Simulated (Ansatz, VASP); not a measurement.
# Al35SiSbN35 (Sb_N-Si_Al): VASP beside Ansatz

Wanted: the spread between two codes on one cell, functional and k mesh. The structure shown is the start of the Ansatz relaxation below; VASP solves that cell, so the two are compared at the walk's first step.

Program: Ansatz 0.2.0. Level of theory: plane waves, with VASP 6.6.1 beside it; single point at r2SCAN. Results are calculated unless marked as measured.

## 1. The starting structure

The cell holds 72 atoms: 35 Al, 35 N, 1 Sb and 1 Si. Its edges and angles: a = 9.320 Å, b = 9.320 Å, c = 9.956 Å, α = 90.0°, β = 90.0°, γ = 120.0°. It derives from AlN (AlN (P6_3mc)). Nearest the centre at fractional (0.667, 0.500, 0.470): Sb71 at 0.92 Å, Si72 at 0.99 Å, N66 at 2.36 Å, N67 at 2.38 Å, N63 at 2.39 Å, Al17 at 2.40 Å, Al18 at 2.42 Å, Al14 at 2.43 Å. The cell carries charge +2.

As a file:

```xyz
72
Lattice="9.3196 0.0000 0.0000 -4.6598 8.0710 0.0000 0.0000 0.0000 9.9565" Properties=species:S:1:pos:R:3 pbc="T T T"
Al    1.5553    0.9427    2.5048
Al    0.0332    1.8293    4.9853
Al    1.5937    0.9187    7.4831
Al   -0.0186    1.8198    9.9143
Al   -0.0293    3.5508    2.5032
Al   -1.5939    4.4917    4.9463
Al   -0.0399    3.5847    7.4935
Al   -1.5932    4.5085    0.0134
Al   -1.5931    6.2955    2.4610
Al   -3.0808    7.1534    5.0117
Al   -1.5940    6.3063    7.4619
Al   -3.1205    7.1888    0.0418
Al    4.6843    0.9403    2.4863
Al    3.1074    1.7622    5.0132
Al    4.6470    0.9367    7.4362
Al    3.1361    1.7701    0.0289
Al    3.1316    3.5595    2.4519
Al    1.5273    4.4717    5.0153
Al    3.1089    3.5696    7.5102
Al    1.5207    4.4753    0.0330
Al    1.5967    6.2989    2.4975
Al   -0.0107    7.1574    5.0201
Al    1.5437    6.2611    7.5097
Al   -0.0372    7.1976    9.9287
Al    7.7191    0.9052    2.4710
Al    6.2555    1.7777    4.9532
Al    7.7240    0.9036    7.4891
Al    6.2329    1.7808    9.9085
Al    6.1729    3.5863    2.5149
Al    6.1632    3.5849    7.4605
Al    4.6802    4.5042    0.0369
Al    4.6671    6.2932    2.5320
Al    3.1518    7.1879    4.9582
Al    4.6896    6.2389    7.4524
Al    3.1437    7.1830    0.0283
N     1.5563    0.9222    4.3418
N    -0.0100    1.8115    1.8501
N     1.5289    0.8824    9.4043
N     0.0485    1.7869    6.8639
N    -0.0103    3.6294    4.4093
N    -1.5857    4.4873    1.8578
N     0.0410    3.5955    9.3904
N    -1.5399    4.5001    6.9193
N    -1.6000    6.2949    4.3824
N    -3.0624    7.1820    1.8735
N    -1.5043    6.2797    9.3728
N    -3.1447    7.2064    6.8764
N     4.6880    0.9145    4.4221
N     3.1557    1.7850    1.8930
N     4.6108    0.8884    9.3687
N     3.0881    1.7831    6.8286
N     1.5307    4.4469    1.8707
N     3.0582    3.5969    9.3547
N     1.5497    4.4797    6.9236
N     1.5366    6.2911    4.4299
N     0.0197    7.1924    1.9379
N     1.5191    6.3114    9.3763
N    -0.0338    7.1375    6.8709
N     7.7423    0.8852    4.3425
N     6.2453    1.7623    1.9176
N     7.7398    0.9384    9.3710
N     6.2061    1.8342    6.9022
N     6.2202    3.6263    4.3546
N     4.6270    4.4972    1.9311
N     6.2552    3.5753    9.3388
N     4.6105    4.4790    6.8810
N     4.6450    6.2661    4.3384
N     3.0932    7.1266    1.9033
N     4.6609    6.2721    9.4128
N     3.1369    7.2040    6.9002
Sb    3.1489    3.5620    4.3759
Si    4.6974    4.5048    4.9997
```

## 2. Ansatz: relaxation, r2SCAN

Ansatz runs on its PAW soft_1 files.

The two programs are compared at the cell with which this relaxation starts, whose forces are those of its first step.

Contents of input.yaml:

```yaml
crystal:
  lattice:
    - [3.10652185, 3.0e-08, 0.0]
    - [-1.55326095, 2.69032682, 0.0]
    - [0.0, 0.0, 4.97823886]
  atoms:
    - { symbol: Al, position: [0.66666667, 0.33333333, 0.49920333] }
    - { symbol: Al, position: [0.33333333, 0.66666667, 0.99920333] }
    - { symbol: "N", position: [0.66666667, 0.33333333, 0.88079667] }
    - { symbol: "N", position: [0.33333333, 0.66666667, 0.38079667] }
  supercell: [3, 3, 2]
  defects:
    - { substitution: { at: 34, symbol: Sb } }
    - { substitution: { at: 57, symbol: Si } }
total_charge: 2
basis:
  ecutwfc: 500
  xc_grid: 2
hamiltonian:
  xc: r2scan
  pseudopotentials: { kind: paw, azcp: { folder: soft_1 } }
kpoints:
  mp_grid: { grid: [1, 1, 1], shift: [0.25, 0.25, 0.25] }
magnetization:
  spin_polarized: true
  initial_magnetization: 1
  spin_locking: { lock_magnetization: hard }
scf:
  occupations: { method: fixed }
  max_iter: 80
output:
  forces: true
  charged_corrections:
    epsilon: [4.49, 4.49, 4.72]
    static_epsilon: [8.15, 8.15, 9.65]
    defect_position: [0.666667, 0.5, 0.47]
relax:
  f_tol: 0.02
  max_steps: 80
  random_displacement: { amplitude: 0.05, seed: 5269 }
checkpoint:
  write: "../qp2_M1.relax.run"
  compress: false
  write_wavefunctions: true
  write_every: 100000
```

The run is started by

```console
$ ansatz run input.yaml --threads 4 --pin off --max-ram 7536MiB --backend cpu --events-out ev --progress --plain --runs-dir out
```

Numbers of over 12 decimals in the logs are rounded to 6 here.

The log of the run:

```text
Warning: This run holds its total moment fixed (magnetization.spin_locking.lock_magnetization: hard) and mixes its density by anderson or broyden (scf.mixing.algorithm, typed or taken by auto). Slabs with a fixed moment have converged under broyden above another state at the same moment, at the default mixing steps and at smaller ones, and under scf.lower_state_search: standard, light or off a state that such a mixer [...]
Engine: ansatz 0.2.0, aarch64-unknown-linux-gnu
Pseudopotentials: kind: paw
Pseudopotential: Al, paw, valence charge 3, recommended cutoff 500 eV (meta_gga), soft_1/Al.paw.azcp
Pseudopotential: N, paw, valence charge 5, recommended cutoff 500 eV (meta_gga), soft_1/N.paw.azcp
Pseudopotential: Sb, paw, valence charge 15, recommended cutoff 500 eV (meta_gga), soft_1/Sb.paw.azcp
Pseudopotential: Si, paw, valence charge 4, recommended cutoff 500 eV (meta_gga), soft_1/Si.paw.azcp
Functional definition: r2SCAN
  parameter k0 = 0.174
  parameter k1 = 0.065
  parameter a1 = 4.9479
  exchange = r2scan_x(k0 = k0, k1 = k1, a1 = a1)
  correlation = r2scan_c
Crystal: 72 atoms, lattice volume = 748.907 Å³
Basis set: ecut = 500 eV, 18913 PW (Γ), exchange–correlation on 144×144×150 points (8 copies of the dense FFT grid, shifted against one another)
Bands: 221, of which v1, the nominal top of the filled ones, is band 149 counted from 1 (148 counted from 0)
Symmetry: 1 space group operations
k-points: 1
Non-local potential: Al, projectors of the file, l = 0: 2, l = 1: 2, l = 2: 1
Non-local potential: N, projectors of the file, l = 0: 2, l = 1: 2, l = 2: 1
Non-local potential: Sb, projectors of the file, l = 0: 2, l = 1: 2, l = 2: 2, l = 3: 1
Non-local potential: Si, projectors of the file, l = 0: 2, l = 1: 2, l = 2: 1
PAW form: soft (Blöchl's): semilocal exchange-correlation on the pseudo side does not see the compensation charge
PAW frozen core: Al, regenerated for the run's functional (the file was generated under x = pbe(κ = 0.804, μ = 0.219515), c = pbe(β = 0.066725))
PAW frozen core: N, regenerated for the run's functional (the file was generated under x = pbe(κ = 0.804, μ = 0.219515), c = pbe(β = 0.066725))
PAW frozen core: Sb, regenerated for the run's functional (the file was generated under x = pbe(κ = 0.804, μ = 0.219515), c = pbe(β = 0.066725))
PAW frozen core: Si, regenerated for the run's functional (the file was generated under x = pbe(κ = 0.804, μ = 0.219515), c = pbe(β = 0.066725))
PAW one-centre angular grid: Al, 302 points (default); XC on 160 Gauss nodes
PAW one-centre angular grid: N, 302 points (default); XC on 160 Gauss nodes
PAW one-centre angular grid: Sb, 590 points (default); XC on 160 Gauss nodes
PAW one-centre angular grid: Si, 302 points (default); XC on 160 Gauss nodes
Initial density: superposition of atomic densities (chi_scale 0.1, normalization cell, long waves kept (reshape's long-wave potential 0.33 eV rms))
Starting moments: Σ|m| = 1 μB on 72 of 72 sites
Initial wavefunctions: pseudopotential atomic-orbital guess
Functional: x = r2scan, c = r2scan; τ floored in thin density (d = 2e-4 eV/Å³)
SCF iter   1: F=—  HF=-39671.401605 eV  |F-HF|=—  |Δ(HF+E_count)|=         —  Δρ=6.94e-2 (↑6.94e-2 ↓6.82e-2)  dr2=1.74e2  dr2_τ=4.81e0  dr2_m=4.57e-2  M=1.000 μB ∫|m|=1.002 μB  β_m=1.20  ethr=3.10e-3  ⟨swp⟩=5.0  Hψ=1506  notcnv=0  defer=138
preconditioner: auto → Resta (q_TF=auto, 2.339 Å⁻¹)  ε∞=3.3  [insulator: Δε(μ)=0.141 eV  Ē_g=15.110 eV  n_scr=162 (ndim 8)  ℏωp=23.0 eV  f_vac=0.000  ε∞_Penn≈3.3]
spin=Collinear: Resta preconditioning applied to the charge; magnetization (m = ρ↑ − ρ↓) channel mixes plain (no charge-response kernel on spin).
SCF iter   2: F=—  HF=-39636.346985 eV  |F-HF|=—  |Δ(HF+E_count)|=    3.51e1  Δρ=3.56e-2 (↑3.56e-2 ↓3.54e-2)  dr2=4.78e1  dr2_τ=3.94e-1  dr2_m=1.44e-3  M=1.000 μB ∫|m|=1.146 μB  β_m=1.20  ethr=3.10e-3  ⟨swp⟩=3.0  Hψ=762  notcnv=0  defer=139  κ⁻¹=1.0e0(r=1)
SCF iter   3: F=—  HF=-39631.241154 eV  |F-HF|=—  |Δ(HF+E_count)|=    5.11e0  Δρ=1.78e-2 (↑1.78e-2 ↓1.78e-2)  dr2=6.54e0  dr2_τ=6.11e-2  dr2_m=1.32e-2  M=1.000 μB ∫|m|=1.272 μB  β_m=1.20  ethr=3.10e-3  ⟨swp⟩=3.0  Hψ=688  notcnv=0  defer=139  κ⁻¹=6.3e-2(r=2)
SCF iter   4: F=—  HF=-39631.751244 eV  |F-HF|=—  |Δ(HF+E_count)|=   5.10e-1  Δρ=1.17e-2 (↑1.17e-2 ↓1.17e-2)  dr2=2.20e0  dr2_τ=2.98e-2  dr2_m=1.62e-3  M=1.000 μB ∫|m|=1.213 μB  β_m=1.20  ethr=2.20e-3  ⟨swp⟩=3.0  Hψ=395  notcnv=0  defer=138  κ⁻¹=8.0e-3(r=3)
[...]
k-point 0 ↓: bands = [... 145 lower, 7.0292, 7.9550, 8.6421, 9.2057, 12.5737, 12.9415, 13.0614, 13.2161, ... 68 higher]
--- Relaxed structure (14 steps of the walk, 14 accepted, 0 SCFs on fresh bases) ---
  F+E_penalty+E_count = -39647.97745574 eV   max|allowed force component| = 1.590e-2 eV/Å
  atoms:
    - { symbol: Al, position: [0.221922, 0.111065, 0.250965] }
    - { symbol: Al, position: [0.110428, 0.221339, 0.501450] }
    - { symbol: N, position: [0.212722, 0.101337, 0.442832] }
    - { symbol: N, position: [0.111934, 0.223348, 0.194085] }
    - { symbol: Al, position: [0.216500, 0.108502, 0.756045] }
    - { symbol: Al, position: [0.109772, 0.222319, 1.003937] }
    - { symbol: N, position: [0.216784, 0.109042, 0.943026] }
    - { symbol: N, position: [0.111639, 0.221695, 0.691462] }
    - { symbol: Al, position: [0.222137, 0.446522, 0.248711] }
    - { symbol: Al, position: [0.111752, 0.559161, 0.502163] }
    - { symbol: N, position: [0.212993, 0.444934, 0.441370] }
    - { symbol: N, position: [0.109715, 0.556484, 0.192739] }
    - { symbol: Al, position: [0.216791, 0.440588, 0.753047] }
    - { symbol: Al, position: [0.111475, 0.556908, 1.002762] }
    - { symbol: N, position: [0.215918, 0.442201, 0.939544] }
    - { symbol: N, position: [0.114048, 0.557448, 0.691069] }
    - { symbol: Al, position: [0.222991, 0.778934, 0.250742] }
    - { symbol: Al, position: [0.112368, 0.886559, 0.503102] }
    - { symbol: N, position: [0.224074, 0.778944, 0.442563] }
    - { symbol: N, position: [0.110442, 0.888442, 0.193364] }
    - { symbol: Al, position: [0.224577, 0.778828, 0.753597] }
    - { symbol: Al, position: [0.111588, 0.888936, 1.003740] }
    - { symbol: N, position: [0.223107, 0.778946, 0.943203] }
    - { symbol: N, position: [0.114073, 0.889156, 0.692179] }
    - { symbol: Al, position: [0.554829, 0.112195, 0.250494] }
    - { symbol: Al, position: [0.419281, 0.174118, 0.522147] }
    - { symbol: N, position: [0.555384, 0.105967, 0.442381] }
    - { symbol: N, position: [0.440991, 0.216877, 0.180811] }
    - { symbol: Al, position: [0.560135, 0.108223, 0.755806] }
    - { symbol: Al, position: [0.438497, 0.210142, 0.990019] }
    - { symbol: N, position: [0.559216, 0.109883, 0.942789] }
    - { symbol: N, position: [0.442207, 0.215556, 0.706424] }
    - { symbol: Al, position: [0.552544, 0.448876, 0.168179] }
    - { symbol: Al, position: [0.418480, 0.580757, 0.516450] }
    - { symbol: Sb, position: [0.548894, 0.438321, 0.418415] }
    - { symbol: N, position: [0.437298, 0.562914, 0.174601] }
    - { symbol: Al, position: [0.555639, 0.443292, 0.750649] }
    - { symbol: Al, position: [0.436837, 0.564534, 0.987440] }
    - { symbol: N, position: [0.556687, 0.446827, 0.950578] }
    - { symbol: N, position: [0.444321, 0.557761, 0.699539] }
    - { symbol: Al, position: [0.554217, 0.777635, 0.248879] }
    - { symbol: Al, position: [0.446011, 0.890326, 0.500544] }
    - { symbol: N, position: [0.556248, 0.784455, 0.441211] }
    - { symbol: N, position: [0.444864, 0.890465, 0.192768] }
    - { symbol: Al, position: [0.560989, 0.785014, 0.752957] }
    - { symbol: Al, position: [0.445105, 0.889775, 1.003699] }
    - { symbol: N, position: [0.559436, 0.785227, 0.939544] }
    - { symbol: N, position: [0.445546, 0.888984, 0.690661] }
[...]
- { symbol: N, position: [0.888622, 0.111841, 0.442640] }
[...]
- { symbol: Al, position: [0.779454, 0.222718, 1.004016] }
[...]
- { symbol: Al, position: [0.888735, 0.447210, 0.249150] }
    - { symbol: Si, position: [0.810805, 0.572701, 0.514410] }
    - { symbol: N, position: [0.891950, 0.453991, 0.446374] }
    - { symbol: N, position: [0.784179, 0.559599, 0.180667] }
    - { symbol: Al, position: [0.894672, 0.442095, 0.752801] }
    - { symbol: Al, position: [0.791289, 0.562966, 0.991849] }
    - { symbol: N, position: [0.890849, 0.443666, 0.939796] }
    - { symbol: N, position: [0.787467, 0.560546, 0.691418] }
    - { symbol: Al, position: [0.888838, 0.776682, 0.249884] }
    - { symbol: Al, position: [0.777922, 0.889861, 0.501609] }
    - { symbol: N, position: [0.892407, 0.773028, 0.446789] }
    - { symbol: N, position: [0.778370, 0.888326, 0.194633] }
    - { symbol: Al, position: [0.894781, 0.786222, 0.752924] }
    - { symbol: Al, position: [0.779189, 0.891057, 1.003236] }
    - { symbol: N, position: [0.891251, 0.782369, 0.939961] }
    - { symbol: N, position: [0.780202, 0.889990, 0.690785] }
```

(Part 1 of 2 ends here.)

[Lines on the potential files, build, host, timing and source positions are cut from VASP's logs without a mark.]

[Logs are printed without paths, hosts, clocks, repeated set-up lines and the standing remarks that a program may print on its own settings, such as how far it seeks lower states.]

[Hosts, paths, dates, database ids (printed as entryN), source tags and the programs' standing remarks are cut or masked in the printed files.]
